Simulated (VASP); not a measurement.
# WSe2 in VASP: a series of runs

One slab, WSe2, is run at these levels: LDA, PBE+D3(BJ); tasks: relaxation of cell and atoms.

Program: VASP 6.6.1. These are calculated values, not measurements. Logs are shortened: lines on timing, memory, paths and dates and some standing lists are left out, and cuts for length are marked.

## Step 1: Starting point

The cell holds a slab with vacuum, 3 atoms: a = 3.290 Å, b = 3.290 Å, c = 21.346 Å, α = 90.00°, β = 90.00°, γ = 120.00°.

## Step 2: Relaxation of cell and atoms, LDA

File INCAR:

```
PREC = Accurate
ENCUT = 600
EDIFF = 1E-6
ISMEAR = 0
SIGMA = 0.03
LREAL = False
LASPH = True
NELM = 80
ALGO = Normal
ISIF = 3
LWAVE = False
LCHARG = False
GGA = CA
IBRION = 2
NSW = 90
EDIFFG = -0.01
LATTICE_CONSTRAINTS = .TRUE. .TRUE. .FALSE.
```

File KPOINTS:

```
regular mesh
0
Gamma
  12 12 1
```

File POSCAR:

```
WSe2
1.0
    3.2900000000      0.0000000000      0.0000000000
   -1.6450000000      2.8492235800      0.0000000000
    0.0000000000      0.0000000000     21.3462600000
Se W
2 1
Direct
    0.3333333300      0.6666666700      0.4216195200
    0.3333333300      0.6666666700      0.5783804800
    0.6666666700      0.3333333300      0.5000000000
```

Potentials or basis: VASP PAW LDA potentials, release 64 (Se, W_sv).

Launch:

```
$ cat potpaw_LDA.64/Se/POTCAR potpaw_LDA.64/W_sv/POTCAR > POTCAR
$ mpirun -np 1 vasp_std > vasp.out
```

OUTCAR:

```text
PREC = Accurate
   ENCUT = 600
   EDIFF = 1E-6
   ISMEAR = 0
   LREAL = False
   LASPH = True
   NELM = 80
   ISIF = 3
   GGA = CA
   IBRION = 2
   NSW = 90
   EDIFFG = -0.01

 ion  position               nearest neighbor table
   1  0.333  0.667  0.422-   3 2.53   3 2.53   3 2.53
   2  0.333  0.667  0.578-   3 2.53   3 2.53   3 2.53
   3  0.667  0.333  0.500-   1 2.53   2 2.53   1 2.53   2 2.53   1 2.53   2 2.53

  LATTYP: Found a hexagonal cell.
 ALAT       =     3.2900000000
 C/A-ratio  =     6.4882249240

  Lattice vectors:

 A1 = (   3.2900000000,   0.0000000000,   0.0000000000)
 A2 = (  -1.6450000000,   2.8492235800,   0.0000000000)
 A3 = (   0.0000000000,   0.0000000000,  21.3462600000)

Analysis of symmetry for initial positions (statically):
=====================================================================
 Subroutine PRICEL returns:
 Original cell was already a primitive cell.

 Routine SETGRP: Setting up the symmetry group for a
 hexagonal supercell.

 Subroutine GETGRP returns: Found 12 space group operations
 (whereof 12 operations were pure point group operations)
 out of a pool of 24 trial point group operations.

The static configuration has the point symmetry D_3h.

Analysis of symmetry for dynamics (positions and initial velocities):
=====================================================================
 Subroutine PRICEL returns:
 Original cell was already a primitive cell.

 Routine SETGRP: Setting up the symmetry group for a
 hexagonal supercell.

 Subroutine GETGRP returns: Found 12 space group operations
 (whereof 12 operations were pure point group operations)
 out of a pool of 24 trial point group operations.

The dynamic configuration has the point symmetry D_3h.

 Subroutine INISYM returns: Found 12 space group operations
 (whereof 12 operations are pure point group operations),
 and found     1 'primitive' translations

----------------------------------------------------------------------------------------

                                     Primitive cell

  volume of cell :     200.0987

  direct lattice vectors                    reciprocal lattice vectors
     3.290000000  0.000000000  0.000000000     0.303951368  0.175486404  0.000000000
    -1.645000000  2.849223580  0.000000000     0.000000000  0.350972808  0.000000000
     0.000000000  0.000000000 21.346260000     0.000000000  0.000000000  0.046846614

  length of vectors
     3.290000000  3.290000001 21.346260000     0.350972808  0.350972808  0.046846614

  position of ions in fractional coordinates (direct lattice)
     0.333333330  0.666666670  0.421619520
     0.333333330  0.666666670  0.578380480
     0.666666670  0.333333330  0.500000000

  ion indices of the primitive-cell ions
   primitive index   ion index
                 1           1
                 2           2
                 3           3

----------------------------------------------------------------------------------------

 KPOINTS: regular mesh

Automatic generation of k-mesh.
 Grid dimensions read from file:
 generate k-points for:   12   12    1

 Generating k-lattice:

  Cartesian coordinates                     Fractional coordinates (reciprocal lattice)
     0.025329281  0.014623867  0.000000000     0.083333333  0.000000000  0.000000000
     0.000000000  0.029247734  0.000000000     0.000000000  0.083333333  0.000000000
     0.000000000  0.000000000  0.046846614     0.000000000  0.000000000  1.000000000

  Length of vectors
     0.029247734  0.029247734  0.046846614

  Shift w.r.t. Gamma in fractional coordinates (k-lattice)
     0.000000000  0.000000000  0.000000000

 Subroutine IBZKPT returns following result:
 ===========================================

 Found     19 irreducible k-points:

 Following reciprocal coordinates:
            Coordinates               Weight
  0.000000  0.000000  0.000000      1.000000
  0.083333  0.000000  0.000000      6.000000
  0.166667  0.000000  0.000000      6.000000
  0.250000  0.000000  0.000000      6.000000
  0.333333  0.000000  0.000000      6.000000
  0.416667 -0.000000  0.000000      6.000000
[... 11 lines left out ...]
  0.333333  0.250000  0.000000     12.000000
  0.333333  0.333333  0.000000      2.000000
   k-points           NKPTS =     19   k-points in BZ     NKDIM =     19   number of bands    NBANDS=     17
   number of dos      NEDOS =    301   number of ions     NIONS =      3
   total plane-waves  NPLWV = 141120
   dimension x,y,z NGX =    28 NGY =   28 NGZ =  180
   dimension x,y,z NGXF=    56 NGYF=   56 NGZF=  360
   ions per type =               2   1
   NGX,Y,Z   is equivalent  to a cutoff of  14.15, 14.15, 14.02 a.u.
   NGXF,Y,Z  is equivalent  to a cutoff of  28.30, 28.30, 28.04 a.u.
 SYSTEM =  unknown system
   PREC   = accura    normal or accurate (medium, high low for compatibility)
   ISTART =      0    job   : 0-new  1-cont  2-samecut
   ICHARG =      2    charge: 1-file 2-atom 10-const
   ISPIN  =      1    spin polarized calculation?
   LNONCOLLINEAR =      F non collinear calculations
   LSORBIT =      F    spin-orbit coupling
   LASPH  =      T    aspherical Exc in radial PAW
   ENCUT  =  600.0 eV  44.10 Ry    6.64 a.u.   6.57  6.57 42.63*2*pi/ulx,y,z
   NELM   =     80;   NELMIN=  2; NELMDL= -5     # of ELM steps
   EDIFF  = 0.1E-05   stopping-criterion for ELM
   LREAL  =      F    real-space projection
   EDIFFG = -.1E-01   stopping-criterion for IOM
   NSW    =     90    number of steps for IOM
   IBRION =      2    ionic relax: 0-MD 1-quasi-New 2-CG
   NFREE  =      1    steps in history (QN), initial steepest desc. (CG)
   ISIF   =      3    stress and relaxation
   ISYM   =      2    0-nonsym 1-usesym 2-fastsym
   POTIM  = 0.5000    time-step for ionic-motion
   TEBEG  =    0.0;   TEEND  =   0.0 temperature during run
   PSTRESS=    0.0 pullay stress
   NELECT =      26.0000    total number of electrons
   NUPDOWN=      -1.0000    fix difference up-down
   EMIN   =  10.00;   EMAX   =-10.00  energy-range for DOS
   EFERMI =   0.00;   METHOD = LEGACY
   ISMEAR =     0;   SIGMA  =   0.03  broadening in eV -4-tet -1-fermi 0-gaus
   EFERMI_NEDOS =   21; number of points for ismear=-14 and -15
   IALGO  =     38    algorithm
   IMIX   =      4    mixing-type and parameters
     AMIX     =   0.40;   BMIX     =  1.00
     AMIX_MAG =   1.60;   BMIX_MAG =  1.00
  volume/ion in A,a.u.               =      66.70       450.11
  Fermi-wavevector in a.u.,A,eV,Ry     =   0.829185  1.566932  9.354645  0.687547
  Thomas-Fermi vector in A             =   1.941688
   LORBIT       =      0    0 simple, 1 ext, 2 COOP (PROOUT), +10 PAW based schemes
   GGA     = CA    functional components
   LHFCALC =     F    Hartree Fock is set to
   AEXX    =    0.0000 exact exchange contribution
   IVDW    =     0    specifies the selected vdW correction
   LEPSILON=     F    determine dielectric tensor
   LRPA    =     F    only Hartree local field effects (RPA)
 conjugate gradient relaxation of ions
 non-spin polarized calculation
 Gauss-broadening in eV      SIGMA  =   0.03
  energy-cutoff  :      600.00
  volume of cell :      200.10
 maximum number of plane-waves:      6749
 NGX is ok and might be reduce to    28
   NGX = 13   NGY = 13   NGZ = 85

--------------------------------------- Ionic step        1  -------------------------------------------

 number of electron      25.9999998 magnetization

 Free energy of the ion-electron system (eV)
  ---------------------------------------------------
  ext. energy  EPLUGINS =         0.00000000
  ---------------------------------------------------
  free energy    TOTEN  =       -24.10682323 eV

  energy without entropy =      -24.10682323  energy(sigma->0) =      -24.10682323

------------------------ aborting loop because EDIFF is reached ----------------------------------------

  FORCE on cell =-STRESS in cart. coord.  units (eV):
  Direction    XX          YY          ZZ          XY          YZ          ZX
  --------------------------------------------------------------------------------------
  -------------------------------------------------------------------------------------
  Total       -1.4423044     -1.4423044     -1.1392825     -0.0000000      0.0000000      0.0000000
  in kB      -11.5484393    -11.5484393     -9.1221620     -0.0000000      0.0000000      0.0000000
  external PRESSURE =     -10.7396802 kB  Pullay stress =       0.0000000 kB

 VOLUME and BASIS-vectors are now :
 -----------------------------------------------------------------------------
  energy-cutoff  :      600.00
  volume of cell :      200.10
      direct lattice vectors                 reciprocal lattice vectors
     3.290000000  0.000000000  0.000000000     0.303951368  0.175486404  0.000000000
    -1.645000000  2.849223580  0.000000000     0.000000000  0.350972808  0.000000000
     0.000000000  0.000000000 21.346260000     0.000000000  0.000000000  0.046846614
[... 149 lines left out ...]
 POSITION                                       TOTAL-FORCE (eV/Angst)
 -----------------------------------------------------------------------------------
     -0.00000      1.87803      9.00605        -0.000000      0.000000     -0.022674
     -0.00000      1.87803     12.34021        -0.000000      0.000000      0.022674
      1.62642      0.93902     10.67313         0.000000     -0.000000      0.000000
 -----------------------------------------------------------------------------------
    total drift:                               -0.000008      0.000004      0.000000

  FREE ENERGIE OF THE ION-ELECTRON SYSTEM (eV)
  ---------------------------------------------------
  free  energy   TOTEN  =       -24.1252328316 eV

  energy  without entropy=      -24.1252328316  energy(sigma->0) =      -24.12523283

--------------------------------------- Ionic step        6  -------------------------------------------

 number of electron      26.0000000 magnetization

 Free energy of the ion-electron system (eV)
  ---------------------------------------------------
  ext. energy  EPLUGINS =         0.00000000
  ---------------------------------------------------
  free energy    TOTEN  =       -24.12526207 eV

  energy without entropy =      -24.12526207  energy(sigma->0) =      -24.12526207

 E-fermi :  -1.5860     XC(G=0):  -3.8723

 val. band max:       -1.8629359986   @ k =   0.3333   0.3333   0.0000
 cond. band min:      -0.1779048970   @ k =   0.1667   0.1667   0.0000
 fundamental gap:      1.6850311015
 Fermi energy:        -1.5860168419

 k-point     1 :       0.0000    0.0000    0.0000
  band No.  band energies     occupation
      1     -75.3525      2.00000
      2     -39.8982      2.00000
      3     -39.7229      2.00000
      4     -39.7229      2.00000
      5     -16.8087      2.00000
      6     -15.4899      2.00000
[... 9 lines left out ...]
     16       1.4652      0.00000
     17       1.4652      0.00000
[... 380 lines left out ...]
 POSITION                                       TOTAL-FORCE (eV/Angst)
 -----------------------------------------------------------------------------------
     -0.00000      1.87731      9.00462         0.000000      0.000000     -0.005472
     -0.00000      1.87731     12.34164         0.000000      0.000000      0.005472
      1.62580      0.93866     10.67313        -0.000000      0.000000      0.000000
 -----------------------------------------------------------------------------------
    total drift:                               -0.000008      0.000004      0.000000

  FREE ENERGIE OF THE ION-ELECTRON SYSTEM (eV)
  ---------------------------------------------------
  free  energy   TOTEN  =       -24.1252620742 eV

  energy  without entropy=      -24.1252620742  energy(sigma->0) =      -24.12526207

 reached required accuracy - stopping structural energy minimisation
```

It took 2.7 min on 1 thread of Intel Xeon 6975P-C (Granite Rapids), shared host; peak memory 0.35 GiB.

Results:

```yaml
Free_energy: -24.1253 eV
Relaxed_volume: 65.15 Å³/atom
Relaxed_cell: a = 3.252 Å, b = 3.252 Å, c = 21.346 Å, α = 90.00°, β = 90.00°, γ = 120.00°
Space_group_after_relaxing_to_0.05_Å: P-6m2 (No. 187)
Energy_gained_by_relaxing: 6.1 meV/atom
Ionic_steps: 6
Largest_force_after_relaxing: 0.005 eV/Å
Band_gap_on_the_k_mesh: 1.69 eV, indirect (least direct gap 1.74 eV)
```

Forces on the atoms (eV/Å):
```
Se   0.000  0.000 -0.005
Se   0.000  0.000  0.005
W    0.000  0.000  0.000
```

The path:
| step | energy change (eV) | largest force (eV/Å) | pressure (GPa) | volume (Å³) |
| --- | --- | --- | --- | --- |
| 1 | 0.0000 | 0.3386 | -1.07 | 200.10 |
| 2 | 0.0082 | 0.5157 | 1.46 | 190.92 |
| 3 | -0.0183 | 0.0344 | 0.01 | 195.86 |
| 4 | -0.0183 | 0.0421 | 0.03 | 195.77 |
| 5 | -0.0184 | 0.0227 | 0.02 | 195.60 |
| 6 | -0.0184 | 0.0055 | 0.01 | 195.46 |

Final structure:
```
CELL_PARAMETERS angstrom
3.25160 0.00000 0.00000
-1.62580 2.81597 0.00000
0.00000 0.00000 21.34626
ATOMIC_POSITIONS crystal
Se 0.33333 0.66667 0.42184
Se 0.33333 0.66667 0.57816
W 0.66667 0.33333 0.50000
```

Levels at points of the mesh, in eV from the valence-band top:
| k point | band 10 | band 11 | band 12 | band 13 | band 14 | band 15 | band 16 | band 17 |
| --- | --- | --- | --- | --- | --- | --- | --- | --- |
| (0.00, 0.00, 0.00) | -2.26 | -1.16 | -1.16 | -0.44 | 3.13 | 3.13 | 3.33 | 3.33 |
| (0.50, 0.00, 0.00) | -3.01 | -2.17 | -0.99 | -0.78 | 2.58 | 2.89 | 3.79 | 4.54 |

Caveat: spin-orbit coupling is left out, which moves the levels of the heavy elements. Zero-point motion and thermal expansion aren't in these numbers.

(Continued in part 2 of 2.)
